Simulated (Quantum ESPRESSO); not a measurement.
Pb under changes of volume

One of the cells (30.323 Å³/atom); the others are scaled copies at fixed shape and fractional positions:

```xyz
1
Lattice="0.0000 2.4750 2.4750 2.4750 0.0000 2.4750 2.4750 2.4750 0.0000" Properties=species:S:1:pos:R:3 pbc="T T T"
Pb    0.0000    0.0000    0.0000
```

- Program: Quantum ESPRESSO 7.5
- Functional: rev-vdW-DF2
- Potentials or basis: PseudoDojo 0.4.1 SR PBE standard
- Cutoff: 762 eV
- Density cutoff: 3048 eV
- k mesh: 9 × 9 × 9
- Occupations: fermi-dirac, width 0.05 eV
- Spin: no spin polarisation

```csv
volume (Å³/atom),energy over the lowest point (meV/atom),pressure (GPa)
28.503,35.31,4.8
29.110,19.80,3.4
29.716,9.12,2.2
30.323,2.71,1.2
30.929,0.00,0.3
31.535,0.49,-0.5
32.142,?,?
```

Problem. What does the run at 32.142 Å³/atom give?

Solution. Energy over the lowest point 3.87 meV/atom; pressure -1.3 GPa.

Worked out: A Birch-Murnaghan fit of order 3 (a polynomial in V^(-2/3)) to the other rows has its minimum at 31.13 Å³/atom with B0 = V·E''(V) = 42 GPa and B' = 6.1. It gives 3.81 meV/atom at 32.142 Å³/atom, against the run's 3.87, and -dE/dV = -1.2 GPa, against -1.3.

Energies are extrapolated to zero smearing.

Caveats: the potentials were made for another functional, which shifts forces and pressure.
